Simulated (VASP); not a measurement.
Input of a VASP 6.6.1 run:

Contents of INCAR:

```
PREC = Accurate
ENCUT = 520
EDIFF = 1E-6
ISMEAR = 0
SIGMA = 0.012
LREAL = False
LASPH = True
NELM = 100
ALGO = Fast
ISIF = 2
LWAVE = False
LCHARG = False
GGA = PE
```

The input KPOINTS:

```
Automatic mesh
0
Gamma
  8 8 8
```

POSCAR

```
PbS
1.0
    0.0000000000      2.9657500000      2.9657500000
    2.9657500000      0.0000000000      2.9657500000
    2.9657500000      2.9657500000      0.0000000000
Pb S
1 1
Direct
    0.0000000000      0.0000000000      0.0000000000
    0.5000000000      0.5000000000      0.5000000000
```

Potentials or basis: VASP PAW PBE potentials, release 64 (Pb_d, S).

Run with:

```console
$ cat potpaw_PBE.64/Pb_d/POTCAR potpaw_PBE.64/S/POTCAR > POTCAR
$ mpirun -np 1 vasp_std > vasp.out
```

Question: Predict the band gap on the k mesh.

Answer: 0.36 eV, direct.

Question: What does it give for the pressure?

Answer: 2.2 GPa.

Caveat: spin-orbit coupling is left out, which as a rule narrows the gap of such compounds by several tenths of an eV. A k mesh can miss the band edges.
